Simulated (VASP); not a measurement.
# ZnSe (Stilleite) (F-43m) in VASP: a series of runs, part 2 of 2

VASP 6.6.1.

### Step 4. Dielectric tensor, LDA

File INCAR:

```
  PREC = Accurate
  ENCUT = 800
  EDIFF = 1E-8
  ISMEAR = 0
  SIGMA = 0.01
  LREAL = F
  LASPH = T
  NELM = 100
  ALGO = Normal
  ISIF = 2
  LWAVE = F
  LCHARG = F
  LEPSILON = T
```

File KPOINTS:

```
regular mesh
0
Gamma
  14 14 14
```

File POSCAR:

```
ZnSe
1.0
    0.0000000000      2.8338000000      2.8338000000
    2.8338000000      0.0000000000      2.8338000000
    2.8338000000      2.8338000000      0.0000000000
Se Zn
1 1
Direct
    0.7500000000      0.7500000000      0.7500000000
    0.0000000000      0.0000000000      0.0000000000
```

Potentials or basis: VASP PAW LDA potentials, release 64 (Se, Zn).

On the command line:

```console
$ cat potpaw_LDA.64/Se/POTCAR potpaw_LDA.64/Zn/POTCAR > POTCAR
$ mpirun -np 1 vasp_std > vasp.out
```

OUTCAR:

```text
PREC = Accurate
   ENCUT = 800
   EDIFF = 1E-8
   ISMEAR = 0
   LREAL = F
   LASPH = T
   NELM = 100
   ISIF = 2
   LEPSILON = T

 ion  position               nearest neighbor table
   1  0.750  0.750  0.750-   2 2.45   2 2.45   2 2.45   2 2.45
   2  0.000  0.000  0.000-   1 2.45   1 2.45   1 2.45   1 2.45

  LATTYP: Found a face centered cubic cell.
 ALAT       =     5.6676000000

  Lattice vectors:

 A1 = (   0.0000000000,   2.8338000000,   2.8338000000)
 A2 = (   2.8338000000,   0.0000000000,   2.8338000000)
 A3 = (   2.8338000000,   2.8338000000,   0.0000000000)

Analysis of symmetry for initial positions (statically):
=====================================================================
 Subroutine PRICEL returns:
 Original cell was already a primitive cell.

 Routine SETGRP: Setting up the symmetry group for a
 face centered cubic supercell.

 Subroutine GETGRP returns: Found 24 space group operations
 (whereof 24 operations were pure point group operations)
 out of a pool of 48 trial point group operations.

The static configuration has the point symmetry T_d .

Analysis of symmetry for dynamics (positions and initial velocities):
=====================================================================
 Subroutine PRICEL returns:
 Original cell was already a primitive cell.

 Routine SETGRP: Setting up the symmetry group for a
 face centered cubic supercell.

 Subroutine GETGRP returns: Found 24 space group operations
 (whereof 24 operations were pure point group operations)
 out of a pool of 48 trial point group operations.

The dynamic configuration has the point symmetry T_d .

 Subroutine INISYM returns: Found 24 space group operations
 (whereof 24 operations are pure point group operations),
[... 562 lines left out ...]
 HEAD OF MICROSCOPIC STATIC DIELECTRIC TENSOR (INDEPENDENT PARTICLE, excluding Hartree and local field effects)
 ------------------------------------------------------
           8.220580     0.000000     0.000000
           0.000000     8.220580     0.000000
          -0.000000    -0.000000     8.220580
 ------------------------------------------------------

 Free energy of the ion-electron system (eV)
  ---------------------------------------------------
  ---------------------------------------------------
  free energy    TOTEN  =        -0.89089955 eV

  energy without entropy =       -0.89089955

------------------------ aborting loop because EDIFF is reached ----------------------------------------

--------------------------------------- Ionic step        2  -------------------------------------------

------------------------ aborting loop because EDIFF is reached ----------------------------------------

--------------------------------------- Ionic step        3  -------------------------------------------

 Free energy of the ion-electron system (eV)
  ---------------------------------------------------
  ---------------------------------------------------
  free energy    TOTEN  =        -0.89090543 eV

  energy without entropy =       -0.89090543

------------------------ aborting loop because EDIFF is reached ----------------------------------------

 PIEZOELECTRIC TENSOR FIELD DIRECTION 3  (e Angst)
 -----------------------------------------------------------------------------
    -0.00076  2.00333  0.00000           (  0.00000 -0.02769  0.00000)
     2.00333 -0.00076  0.00000           ( -0.02769  0.00000  0.00000)
     0.00000  0.00000 -0.00089           (  0.00000  0.00000 -0.00000)

 PIEZOELECTRIC TENSOR FIELD DIRECTION 3  (C/m^2)
 -----------------------------------------------------------------------------
    -0.00027  0.70522  0.00000
     0.70522 -0.00027  0.00000
     0.00000  0.00000 -0.00031

 MACROSCOPIC STATIC DIELECTRIC TENSOR (including local field effects in DFT)
 ------------------------------------------------------
           7.692216     0.000000    -0.000000
           0.000000     7.692216     0.000000
          -0.000000     0.000000     7.692216
 ------------------------------------------------------

 PIEZOELECTRIC TENSOR (including local field effects)  for field in x, y, z        (e  Angst)
          XX          YY          ZZ          XY          YZ          ZX
  --------------------------------------------------------------------------------
  x    -0.00000    -0.00000     0.00000     0.00000     2.01058    -0.00000
  y    -0.00000     0.00000     0.00000    -0.00000     0.00000     2.01058
  z     0.00000     0.00000     0.00000     2.01058    -0.00000     0.00000

 PIEZOELECTRIC TENSOR (including local field effects)  for field in x, y, z        (C/m^2)
          XX          YY          ZZ          XY          YZ          ZX
  --------------------------------------------------------------------------------
  x    -0.00000    -0.00000     0.00000     0.00000     0.70777    -0.00000
  y    -0.00000     0.00000     0.00000    -0.00000     0.00000     0.70777
  z     0.00000     0.00000     0.00000     0.70777    -0.00000     0.00000

 BORN EFFECTIVE CHARGES (including local field effects) (in |e|, cummulative output)
 ---------------------------------------------------------------------------------
 ion    1
    1    -2.05271    -0.00000    -0.00000
    2    -0.00000    -2.05271    -0.00000
    3    -0.00000    -0.00000    -2.05271
 ion    2
    1     2.05271     0.00000     0.00000
    2     0.00000     2.05271     0.00000
    3     0.00000     0.00000     2.05271
```

OSZICAR:

```text
N       E                     dE             d eps       ncg     rms          rms(c)
DAV:   1     0.102482755465E+03    0.10248E+03   -0.11556E+04  2704   0.216E+03
[... 12 lines left out ...]
RMM:   5    -0.890017718990E+00   -0.83139E-02   -0.20647E-03 19298   0.267E-01    0.252E-02
RMM:   6    -0.890572343725E+00   -0.55462E-03   -0.81758E-05 17956   0.703E-02    0.153E-02
RMM:   7    -0.890862549229E+00   -0.29021E-03   -0.30469E-06 19453   0.214E-02    0.231E-03
RMM:   8    -0.890909910049E+00   -0.47361E-04    0.12407E-06 18310   0.565E-03    0.107E-03
RMM:   9    -0.890902738352E+00    0.71717E-05    0.85530E-08 20175   0.182E-03    0.308E-04
RMM:  10    -0.890904995897E+00   -0.22575E-05    0.40419E-08 18145   0.541E-04    0.466E-05
RMM:  11    -0.890905988947E+00   -0.99305E-06    0.12180E-09 12309   0.168E-04    0.239E-05
RMM:  12    -0.890905433370E+00    0.55558E-06    0.10908E-08  8551   0.838E-05    0.419E-06
```

stdout:

```text
POSCAR found type information on POSCAR SeZn
 POSCAR found :  2 types and       2 ions
 scaLAPACK will be used
 LDA part: xc-table for (Slater(with rela. corr.)+CA(PZ))
 , standard interpolation
 POSCAR, INCAR and KPOINTS ok, starting setup
 FFT: planning ... GRIDC
 FFT: planning ... GRID_SOFT
 FFT: planning ... GRID
 WAVECAR not read
 entering main loop
 Linear response reoptimize wavefunctions to high precision
 Linear response G [H, r] |phi>, progress :
  Direction:   1
 Linear response G [H, r] |phi>, progress :
  Direction:   2
 Linear response G [H, r] |phi>, progress :
  Direction:   3
 Linear response to external field (no local field effect), progress :
  Direction:   1
 dielectric tensor                  component  1 :     9.217     4.087     0.947
 Linear response to external field (no local field effect), progress :
  Direction:   2
 dielectric tensor                  component  2 :     4.086    10.104    -1.616
 Linear response to external field (no local field effect), progress :
  Direction:   3
 dielectric tensor                  component  3 :     0.952    -1.617     5.340
 Linear response to external field, progress :
  Direction:   1
 dielectric tensor                  component  1 :     7.692     1.412     0.814
 Linear response to external field, progress :
  Direction:   2
 dielectric tensor                  component  2 :     1.165     7.692     0.734
 Linear response to external field, progress :
  Direction:   3
 dielectric tensor                  component  3 :     0.967     1.258     7.692
 Born effective charges drift removed
```

It took 28 min on 1 thread of AMD EPYC 9R14 (Zen 4), shared host; peak memory 1.1 GiB.

Results:

| Item | Value |
| --- | --- |
| Band gap on the k mesh | 1.07 eV, direct |
| Electronic dielectric tensor (diagonal) | 7.69 |
| Born charges (mean of the diagonal) | Se -2.05; Zn +2.05 e |

Electronic dielectric tensor:
```
7.69 0.00 0.00
0.00 7.69 0.00
0.00 0.00 7.69
```

Born effective charge tensors (e):
atom 1, Se
```
-2.05  0.00  0.00
 0.00 -2.05  0.00
 0.00  0.00 -2.05
```
atom 2, Zn
```
2.05 0.00 0.00
0.00 2.05 0.00
0.00 0.00 2.05
```

### Step 5. Dielectric tensor, LDA

Edit INCAR of step 4 so:

```diff
@@ -1,3 +1,3 @@
   PREC = Accurate
-  ENCUT = 800
+  ENCUT = 600
   EDIFF = 1E-8
```

File KPOINTS:

```
regular mesh
0
Gamma
  12 12 12
```

POSCAR is that of step 4.

Potentials or basis: VASP PAW LDA potentials, release 64 (Se, Zn).

On the command line:

```console
$ cat potpaw_LDA.64/Se/POTCAR potpaw_LDA.64/Zn/POTCAR > POTCAR
$ mpirun -np 1 vasp_std > vasp.out
```

OUTCAR:

```text
PREC = Accurate
   ENCUT = 600
   EDIFF = 1E-8
   ISMEAR = 0
   LREAL = F
   LASPH = T
   NELM = 100
   ISIF = 2
   LEPSILON = T

 Found     72 irreducible k-points:

 Following reciprocal coordinates:
            Coordinates               Weight
  0.000000  0.000000  0.000000      1.000000
  0.083333  0.000000  0.000000      8.000000
  0.166667  0.000000  0.000000      8.000000
  0.250000  0.000000  0.000000      8.000000
  0.333333  0.000000  0.000000      8.000000
  0.416667  0.000000  0.000000      8.000000
   k-points           NKPTS =     72   k-points in BZ     NKDIM =     72   number of bands    NBANDS=     13
   number of dos      NEDOS =    301   number of ions     NIONS =      2
   total plane-waves  NPLWV =  32768
   dimension x,y,z NGX =    32 NGY =   32 NGZ =   32
   dimension x,y,z NGXF=    64 NGYF=   64 NGZF=   64
   ions per type =               1   1
   NGX,Y,Z   is equivalent  to a cutoff of  13.27, 13.27, 13.27 a.u.
   NGXF,Y,Z  is equivalent  to a cutoff of  26.55, 26.55, 26.55 a.u.
 SYSTEM =  unknown system
   PREC   = accura    normal or accurate (medium, high low for compatibility)
   ISTART =      0    job   : 0-new  1-cont  2-samecut
   ICHARG =      2    charge: 1-file 2-atom 10-const
   ISPIN  =      1    spin polarized calculation?
   LNONCOLLINEAR =      F non collinear calculations
   LSORBIT =      F    spin-orbit coupling
   LASPH  =      T    aspherical Exc in radial PAW
   ENCUT  =  600.0 eV  44.10 Ry    6.64 a.u.   8.00  8.00  8.00*2*pi/ulx,y,z
   NELM   =    100;   NELMIN=  2; NELMDL= -5     # of ELM steps
   EDIFF  = 0.1E-07   stopping-criterion for ELM
   LREAL  =      F    real-space projection
   EDIFFG = 0.1E-06   stopping-criterion for IOM
   NSW    =      0    number of steps for IOM
   IBRION =     -1    ionic relax: 0-MD 1-quasi-New 2-CG
   NFREE  =      0    steps in history (QN), initial steepest desc. (CG)
   ISIF   =      2    stress and relaxation
   ISYM   =      2    0-nonsym 1-usesym 2-fastsym
   POTIM  = 0.5000    time-step for ionic-motion
   TEBEG  =    0.0;   TEEND  =   0.0 temperature during run
[... 169 lines left out ...]
           8.315143    -0.000000     0.000000
           0.000000     8.315143     0.000000
          -0.000000     0.000000     8.315143
 ------------------------------------------------------

 Free energy of the ion-electron system (eV)
  ---------------------------------------------------
  ---------------------------------------------------
  free energy    TOTEN  =        -0.90272971 eV

  energy without entropy =       -0.90272971

------------------------ aborting loop because EDIFF is reached ----------------------------------------

--------------------------------------- Ionic step        2  -------------------------------------------

------------------------ aborting loop because EDIFF is reached ----------------------------------------

--------------------------------------- Ionic step        3  -------------------------------------------

 Free energy of the ion-electron system (eV)
  ---------------------------------------------------
  ---------------------------------------------------
  free energy    TOTEN  =        -0.90273502 eV

  energy without entropy =       -0.90273502

------------------------ aborting loop because EDIFF is reached ----------------------------------------

 PIEZOELECTRIC TENSOR FIELD DIRECTION 3  (e Angst)
 -----------------------------------------------------------------------------
    -0.00092  2.00849  0.00000           (  0.00000 -0.02910  0.00000)
     2.00849 -0.00092  0.00000           ( -0.02910  0.00000  0.00000)
     0.00000  0.00000 -0.00048           (  0.00000  0.00000 -0.00000)

 PIEZOELECTRIC TENSOR FIELD DIRECTION 3  (C/m^2)
 -----------------------------------------------------------------------------
    -0.00033  0.70704  0.00000
     0.70704 -0.00033  0.00000
     0.00000  0.00000 -0.00017

 MACROSCOPIC STATIC DIELECTRIC TENSOR (including local field effects in DFT)
 ------------------------------------------------------
           7.787893    -0.000000     0.000000
          -0.000000     7.787893    -0.000000
          -0.000000    -0.000000     7.787893
 ------------------------------------------------------

 PIEZOELECTRIC TENSOR (including local field effects)  for field in x, y, z        (e  Angst)
          XX          YY          ZZ          XY          YZ          ZX
  --------------------------------------------------------------------------------
  x    -0.00000    -0.00000    -0.00000     0.00000     2.01735     0.00000
  y     0.00000    -0.00000     0.00000     0.00000    -0.00000     2.01735
  z    -0.00000     0.00000    -0.00000     2.01735     0.00000     0.00000

 PIEZOELECTRIC TENSOR (including local field effects)  for field in x, y, z        (C/m^2)
          XX          YY          ZZ          XY          YZ          ZX
  --------------------------------------------------------------------------------
  x    -0.00000    -0.00000    -0.00000     0.00000     0.71016     0.00000
  y     0.00000    -0.00000     0.00000     0.00000    -0.00000     0.71016
  z    -0.00000     0.00000    -0.00000     0.71016     0.00000     0.00000

 BORN EFFECTIVE CHARGES (including local field effects) (in |e|, cummulative output)
 ---------------------------------------------------------------------------------
 ion    1
    1    -2.05614     0.00000     0.00000
    2     0.00000    -2.05614     0.00000
    3     0.00000     0.00000    -2.05614
 ion    2
    1     2.05614     0.00000     0.00000
    2     0.00000     2.05614     0.00000
    3     0.00000     0.00000     2.05614
```

stdout:

```text
POSCAR found type information on POSCAR SeZn
 POSCAR found :  2 types and       2 ions
 scaLAPACK will be used
 LDA part: xc-table for (Slater(with rela. corr.)+CA(PZ))
 , standard interpolation
 POSCAR, INCAR and KPOINTS ok, starting setup
 FFT: planning ... GRIDC
 FFT: planning ... GRID_SOFT
 FFT: planning ... GRID
 WAVECAR not read
 entering main loop
 Linear response reoptimize wavefunctions to high precision
 Linear response G [H, r] |phi>, progress :
  Direction:   1
 Linear response G [H, r] |phi>, progress :
  Direction:   2
 Linear response G [H, r] |phi>, progress :
  Direction:   3
 Linear response to external field (no local field effect), progress :
  Direction:   1
 dielectric tensor                  component  1 :     9.371     4.101     0.976
 Linear response to external field (no local field effect), progress :
  Direction:   2
 dielectric tensor                  component  2 :     4.101    10.145    -1.554
 Linear response to external field (no local field effect), progress :
  Direction:   3
 dielectric tensor                  component  3 :     0.980    -1.554     5.429
 Linear response to external field, progress :
  Direction:   1
 dielectric tensor                  component  1 :     7.788     1.524     0.844
 Linear response to external field, progress :
  Direction:   2
 dielectric tensor                  component  2 :     1.336     7.788     0.734
 Linear response to external field, progress :
  Direction:   3
 dielectric tensor                  component  3 :     1.095     1.272     7.788
 Born effective charges drift removed
```

It took 8.3 min on 1 thread of AMD EPYC 9R14 (Zen 4), shared host; peak memory 0.56 GiB.

These settings aren't checked as converged: the numbers below hold their error.

Results:

```
Band gap on the k mesh                  : 1.07 eV, direct
Electronic dielectric tensor (diagonal) : 7.79
Born charges (mean of the diagonal)     : Se -2.06; Zn +2.06 e
```

### Step 6. The reference run

An earlier run on the cell as given: functional PBE; potentials or basis VASP PAW PBE potentials, release 64 (Se, Zn); cutoff 520 eV; k mesh 8 × 8 × 8; occupations fermi-dirac, width 0.05 eV; no spin polarisation.

* Pressure: 2.3 GPa
* Band gap on the k mesh: 1.29 eV, direct

### Step 7. How close it comes

Step 4. Measured gap of ZnSe: 2.695 eV (an exciton energy, a little under the gap; 300 K; “Alloy Disordering Effects on the Thermal Conductivity and Energy Gap Temperature Dependence of Cd1−xZnxSe Ternary Crystals Grown by the Bridgman Method”, 2023, pmc:10253836). This calculation gives 1.07 eV (-1.63 eV). So large a miss can be the level of theory's own, or it may mean another phase, state or a wrong row. Spin-orbit coupling on Se is left out. The value is that of LDA, without temperature or zero-point motion. Semilocal functionals fall short of measured gaps as a rule. A measured high-frequency dielectric constant of ZnSe is 5.9 (a printed reference work, textbook); the calculated 7.69 misses it by +30.4 %. So large a miss can be the level of theory's own, or it may mean another phase, state or a wrong row.
